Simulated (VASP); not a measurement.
# BaHfO3 (Pm-3m) in VASP: Born charges and dielectric tensor with LDA

Aim: the Born charges and dielectric tensor of BaHfO3 with LDA.

Everything below comes from runs of VASP 6.6.1. Logs are shortened: lines on timing, memory, paths and dates and some standing lists are left out, and cuts for length are marked.

## Step 1: Starting point

It takes space group Pm-3m (No. 221, cubic). The conventional cell has a = 4.121 Å, b = 4.121 Å, c = 4.121 Å, α = 90.00°, β = 90.00°, γ = 90.00°. Ba (site symmetry m-3m) is surrounded by 12 O at 2.91 Å. Around Hf (site symmetry m-3m) lie 6 O at 2.06 Å. O (site symmetry 4/mmm) is surrounded by 2 Hf at 2.06 Å.

The cell comes from a database or a generator and needn't be the stable form of this composition.

## Step 2: Born charges and dielectric tensor, LDA

Contents of INCAR:

```
PREC     = Accurate       # precision mode
ENCUT    = 600            # plane-wave cutoff, eV
EDIFF    = 1E-8           # SCF threshold, eV
ISMEAR   = 0              # smearing method
SIGMA    = 0.02           # smearing width, eV
LREAL    = F              # projectors in reciprocal space
LASPH    = T              # aspherical terms in the spheres
NELM     = 80             # most SCF steps
ALGO     = Fast           # electronic algorithm
ISIF     = 2              # what is computed and relaxed
LWAVE    = F              # write WAVECAR
LCHARG   = F              # write CHGCAR
GGA      = CA             # functional
LEPSILON = T              # dielectric tensor by DFPT
IBRION   = 8              # ionic algorithm
NSW      = 1              # ionic steps
```

Contents of KPOINTS:

```
Automatic mesh
0
Gamma
  2 2 2
```

Contents of POSCAR:

```
BaHfO3
1.0
    4.1212200000      0.0000000000      0.0000000000
    0.0000000000      4.1212200000      0.0000000000
    0.0000000000      0.0000000000      4.1212200000
Ba Hf O
1 1 3
Direct
    0.5000000000      0.5000000000      0.5000000000
    0.0000000000      0.0000000000      0.0000000000
    0.0000000000      0.5000000000      0.0000000000
    0.5000000000      0.0000000000      0.0000000000
    0.0000000000      0.0000000000      0.5000000000
```

Potentials or basis: VASP PAW LDA potentials, release 64 (Ba_sv, Hf_pv, O).

Command:

```bash
$ cat potpaw_LDA.64/Ba_sv/POTCAR potpaw_LDA.64/Hf_pv/POTCAR potpaw_LDA.64/O/POTCAR > POTCAR
$ mpirun -np 1 vasp_std > vasp.out
```

OUTCAR:

```text
PREC = Accurate
   ENCUT = 600
   EDIFF = 1E-8
   ISMEAR = 0
   LREAL = F
   LASPH = T
   NELM = 80
   ISIF = 2
   GGA = CA
   LEPSILON = T
   IBRION = 8
   NSW = 1

 ion  position               nearest neighbor table
   1  0.500  0.500  0.500-   3 2.91   4 2.91   5 2.91   3 2.91   4 2.91   4 2.91   5 2.91   4 2.91
                             3 2.91   5 2.91   3 2.91   5 2.91   2 3.57   2 3.57   2 3.57   2 3.57
   2  0.000  0.000  0.000-   3 2.06   4 2.06   5 2.06   5 2.06   3 2.06   4 2.06   1 3.57   1 3.57
                             1 3.57   1 3.57   1 3.57   1 3.57   1 3.57   1 3.57
   3  0.000  0.500  0.000-   2 2.06   2 2.06   1 2.91   1 2.91   1 2.91   1 2.91
   4  0.500  0.000  0.000-   2 2.06   2 2.06   1 2.91   1 2.91   1 2.91   1 2.91
   5  0.000  0.000  0.500-   2 2.06   2 2.06   1 2.91   1 2.91   1 2.91   1 2.91

  LATTYP: Found a simple cubic cell.
 ALAT       =     4.1212200000

  Lattice vectors:

 A1 = (   4.1212200000,   0.0000000000,   0.0000000000)
 A2 = (   0.0000000000,   4.1212200000,   0.0000000000)
 A3 = (   0.0000000000,   0.0000000000,   4.1212200000)

Analysis of symmetry for initial positions (statically):
=====================================================================
 Subroutine PRICEL returns:
 Original cell was already a primitive cell.

 Routine SETGRP: Setting up the symmetry group for a
 simple cubic supercell.

 Subroutine GETGRP returns: Found 48 space group operations
 (whereof 48 operations were pure point group operations)
 out of a pool of 48 trial point group operations.

The static configuration has the point symmetry O_h .

Analysis of symmetry for dynamics (positions and initial velocities):
=====================================================================
 Subroutine PRICEL returns:
 Original cell was already a primitive cell.

 Routine SETGRP: Setting up the symmetry group for a
 simple cubic supercell.

 Subroutine GETGRP returns: Found 48 space group operations
 (whereof 48 operations were pure point group operations)
 out of a pool of 48 trial point group operations.

The dynamic configuration has the point symmetry O_h .

 Subroutine INISYM returns: Found 48 space group operations
 (whereof 48 operations are pure point group operations),
 and found     1 'primitive' translations

----------------------------------------------------------------------------------------

                                     Primitive cell

  volume of cell :      69.9967

  direct lattice vectors                    reciprocal lattice vectors
     4.121220000  0.000000000  0.000000000     0.242646595  0.000000000  0.000000000
     0.000000000  4.121220000  0.000000000     0.000000000  0.242646595  0.000000000
     0.000000000  0.000000000  4.121220000     0.000000000  0.000000000  0.242646595

  length of vectors
     4.121220000  4.121220000  4.121220000     0.242646595  0.242646595  0.242646595

  position of ions in fractional coordinates (direct lattice)
     0.500000000  0.500000000  0.500000000
     0.000000000  0.000000000  0.000000000
     0.000000000  0.500000000  0.000000000
     0.500000000  0.000000000  0.000000000
[... 305 lines left out ...]
     0.00010  0.00000  0.00000
     0.00000  0.00003 -0.00000
     0.00000 -0.00000  0.00010

 MACROSCOPIC STATIC DIELECTRIC TENSOR (including local field effects in DFT)
 ------------------------------------------------------
           6.640081    -0.000000     0.000000
           0.000000     6.640081     0.000000
           0.000000     0.000000     6.640081
 ------------------------------------------------------

 PIEZOELECTRIC TENSOR (including local field effects)  for field in x, y, z        (e  Angst)
          XX          YY          ZZ          XY          YZ          ZX
  --------------------------------------------------------------------------------
  x     0.00000     0.00000     0.00000     0.00000     0.00000     0.00000
  y     0.00000     0.00000     0.00000     0.00000     0.00000     0.00000
  z     0.00000     0.00000     0.00000     0.00000     0.00000     0.00000

 PIEZOELECTRIC TENSOR (including local field effects)  for field in x, y, z        (C/m^2)
          XX          YY          ZZ          XY          YZ          ZX
  --------------------------------------------------------------------------------
  x     0.00000     0.00000     0.00000     0.00000     0.00000     0.00000
  y     0.00000     0.00000     0.00000     0.00000     0.00000     0.00000
  z     0.00000     0.00000     0.00000     0.00000     0.00000     0.00000

 BORN EFFECTIVE CHARGES (including local field effects) (in |e|, cummulative output)
 ---------------------------------------------------------------------------------
 ion    1
    1     3.26976     0.00000    -0.00000
    2    -0.00000     3.26976    -0.00000
    3    -0.00000     0.00000     3.26976
 ion    2
    1     7.99333     0.00000    -0.00000
    2     0.00000     7.99333    -0.00000
    3    -0.00000     0.00000     7.99333
 ion    3
    1    -2.21772    -0.00000    -0.00000
    2     0.00000    -6.82766    -0.00000
    3     0.00000     0.00000    -2.21772
 ion    4
    1    -6.82766     0.00000    -0.00000
    2    -0.00000    -2.21772    -0.00000
    3     0.00000     0.00000    -2.21772
 ion    5
    1    -2.21772     0.00000    -0.00000
    2     0.00000    -2.21772    -0.00000
    3    -0.00000     0.00000    -6.82766

 INTERNAL STRAIN TENSOR FOR ION    5 for displacements in x,y,z  (eV/Angst):
          X           Y           Z          XY          YZ          ZX
  --------------------------------------------------------------------------------
  x     0.00000     0.00000     0.00000     0.00000     0.00000     0.00000
  y     0.00000     0.00000     0.00000     0.00000     0.00000     0.00000
  z     0.00000     0.00000     0.00000     0.00000     0.00000     0.00000

 SECOND DERIVATIVES (NOT SYMMETRIZED)
 ------------------------------------
               1X          1Y          1Z          2X          2Y          2Z          3X          3Y          3Z          4X          4Y          4Z          5X          5Y          5Z
  1X    -3.954320    0.000000   -0.000000    4.376549   -0.000000    0.000000   -0.633054    0.000000    0.000000    0.843879    0.000000   -0.000000   -0.633054    0.000000   -0.000000
  1Y     0.000000   -3.954320    0.000000    0.000000    4.376549    0.000000    0.000000    0.843879   -0.000000    0.000000   -0.633054    0.000000    0.000000   -0.633054   -0.000000
  1Z     0.000000   -0.000000   -3.954320    0.000000    0.000000    4.376549    0.000000   -0.000000   -0.633054   -0.000000    0.000000   -0.633054   -0.000000   -0.000000    0.843879
  2X     4.392215    0.000000   -0.000000    2.526787    0.000000   -0.000000   -4.652950    0.000000   -0.000000    2.386897    0.000000    0.000000   -4.652950    0.000000   -0.000000
  2Y     0.000000    4.392215   -0.000000    0.000000    2.526787    0.000000    0.000000    2.386897   -0.000000    0.000000   -4.652950   -0.000000    0.000000   -4.652950   -0.000000
  2Z    -0.000000   -0.000000    4.392215   -0.000000   -0.000000    2.526787   -0.000000   -0.000000   -4.652950   -0.000000   -0.000000   -4.652950    0.000000    0.000000    2.386897
  3X    -0.632065    0.000000    0.000000   -4.672394    0.000000    0.000000    1.834259    0.000000    0.000000    4.559254    0.000000    0.000000   -1.089055    0.000000    0.000000
  3Y    -0.000000    0.810783   -0.000000   -0.000000    2.395346    0.000000    0.000000  -12.322300   -0.000000   -0.000000    4.558086    0.000000    0.000000    4.558086   -0.000000
  3Z     0.000000    0.000000   -0.632065    0.000000    0.000000   -4.672394    0.000000    0.000000    1.834259    0.000000    0.000000   -1.089055    0.000000    0.000000    4.559254
  4X     0.810783   -0.000000   -0.000000    2.395346   -0.000000    0.000000    4.558086   -0.000000    0.000000  -12.322300    0.000000   -0.000000    4.558086    0.000000    0.000000
  4Y     0.000000   -0.632065    0.000000    0.000000   -4.672394    0.000000    0.000000    4.559254    0.000000    0.000000    1.834259    0.000000    0.000000   -1.089055    0.000000
  4Z     0.000000    0.000000   -0.632065    0.000000    0.000000   -4.672394    0.000000    0.000000   -1.089055    0.000000    0.000000    1.834259    0.000000    0.000000    4.559254
  5X    -0.632065    0.000000    0.000000   -4.672394    0.000000    0.000000   -1.089055    0.000000    0.000000    4.559254    0.000000    0.000000    1.834259    0.000000    0.000000
  5Y     0.000000   -0.632065    0.000000    0.000000   -4.672394    0.000000    0.000000    4.559254    0.000000    0.000000   -1.089055    0.000000    0.000000    1.834259    0.000000
  5Z     0.000000   -0.000000    0.810783    0.000000   -0.000000    2.395346   -0.000000    0.000000    4.558086   -0.000000   -0.000000    4.558086    0.000000   -0.000000  -12.322300

 Eigenvectors and eigenvalues of the dynamical matrix
 ----------------------------------------------------

   1 f  =   15.190441 THz    95.444355 2PiTHz  506.698568 cm-1    62.822587 meV
             X         Y         Z           dx          dy          dz
      2.060610  2.060610  2.060610    -0.018445   -0.013611   -0.000000
      0.000000  0.000000  0.000000    -0.073858   -0.054503    0.000000
      0.000000  2.060610  0.000000    -0.219172    0.545066   -0.000000
      2.060610  0.000000  0.000000     0.738621   -0.161738    0.000000
      0.000000  0.000000  2.060610    -0.219172   -0.161738   -0.000000
[... 105 lines left out ...]
  15 f/i=    7.883224 THz    49.531758 2PiTHz  262.956055 cm-1    32.602381 meV
             X         Y         Z           dx          dy          dz
      2.060610  2.060610  2.060610    -0.054214    0.054270   -0.000668
      0.000000  0.000000  0.000000    -0.276400    0.276685   -0.003406
      0.000000  2.060610  0.000000     0.429570   -0.226175    0.005294
      2.060610  0.000000  0.000000     0.225942   -0.430013    0.005294
      0.000000  0.000000  2.060610     0.429570   -0.430013    0.002785

--------------------------------------------------------------------------------------------------------

 MACROSCOPIC STATIC DIELECTRIC TENSOR IONIC CONTRIBUTION
 ------------------------------------------------------
           7.362757    -0.000000     0.000000
          -0.000000     7.362757     0.000000
           0.000000     0.000000     7.362757
 ------------------------------------------------------

 ELASTIC MODULI CONTR FROM IONIC RELAXATION (kBar)
 Direction    XX          YY          ZZ          XY          YZ          ZX
 --------------------------------------------------------------------------------
 XX           0.0000      0.0000      0.0000      0.0000      0.0000      0.0000
 YY           0.0000      0.0000      0.0000      0.0000      0.0000      0.0000
 ZZ           0.0000      0.0000      0.0000      0.0000      0.0000      0.0000
 XY           0.0000      0.0000      0.0000      0.0000      0.0000      0.0000
 YZ           0.0000      0.0000      0.0000      0.0000      0.0000      0.0000
 ZX           0.0000      0.0000      0.0000      0.0000      0.0000      0.0000
 --------------------------------------------------------------------------------

 PIEZOELECTRIC TENSOR IONIC CONTR  for field in x, y, z        (C/m^2)
          XX          YY          ZZ          XY          YZ          ZX
  --------------------------------------------------------------------------------
  x     0.00000     0.00000     0.00000     0.00000     0.00000     0.00000
  y     0.00000     0.00000     0.00000     0.00000     0.00000     0.00000
  z     0.00000     0.00000     0.00000     0.00000     0.00000     0.00000
```

Run time: 3.6 min. Hardware: 1 thread of AMD EPYC 9R45 (Zen 5), shared host; peak memory 0.24 GiB.

What came out:

```
Band gap on the k mesh                                  : 3.28 eV, indirect (least direct gap 3.45 eV)
Electronic dielectric tensor (diagonal)                 : 6.64
Born charges (mean of the diagonal)                     : Ba +3.27; Hf +7.99; O -3.75 e
Highest phonon frequency at Γ, LO-TO splitting left out : 507 cm⁻¹
Most unstable mode                                      : 263i cm⁻¹
```

Levels at points of the mesh, in eV from the valence-band top:
```
           k point  band 16  band 17  band 18  band 19  band 20  band 21  band 22  band 23
(0.00, 0.00, 0.00)    -1.06    -0.17    -0.17    -0.17     3.28     3.28     3.28     4.52
(0.50, 0.00, 0.00)    -1.86    -1.86    -0.48    -0.48     3.85     6.30     6.30     6.48
(0.50, 0.50, 0.00)    -0.94    -0.93    -0.93    -0.09     6.22     6.22     6.72     6.85
(0.50, 0.50, 0.50)    -2.61     0.00     0.00     0.00     6.04     6.04     6.04     7.86
```

Phonon frequencies in cm⁻¹ (negative: imaginary):
| q point | frequencies |
| --- | --- |
| (0.000, 0.000, 0.000) | -263 -263 -263 -223 -223 -223 0 0 0 115 115 115 507 507 507 |

Electronic dielectric tensor:
```
6.64 0.00 0.00
0.00 6.64 0.00
0.00 0.00 6.64
```

Born effective charge tensors (e):
atom 1, Ba
```
3.27 0.00 0.00
0.00 3.27 0.00
0.00 0.00 3.27
```
atom 2, Hf
```
7.99 0.00 0.00
0.00 7.99 0.00
0.00 0.00 7.99
```
atom 3, O
```
-2.22  0.00  0.00
 0.00 -6.83  0.00
 0.00  0.00 -2.22
```
atom 4, O
```
-6.83  0.00  0.00
 0.00 -2.22  0.00
 0.00  0.00 -2.22
```
atom 5, O
```
-2.22  0.00  0.00
 0.00 -2.22  0.00
 0.00  0.00 -6.83
```

Caveat: the k mesh is coarse (spacing up to 0.76 Å⁻¹), so the values aren't converged; some modes are imaginary; spin-orbit coupling is left out, which moves the levels of the heavy elements. A k mesh can miss the band edges.
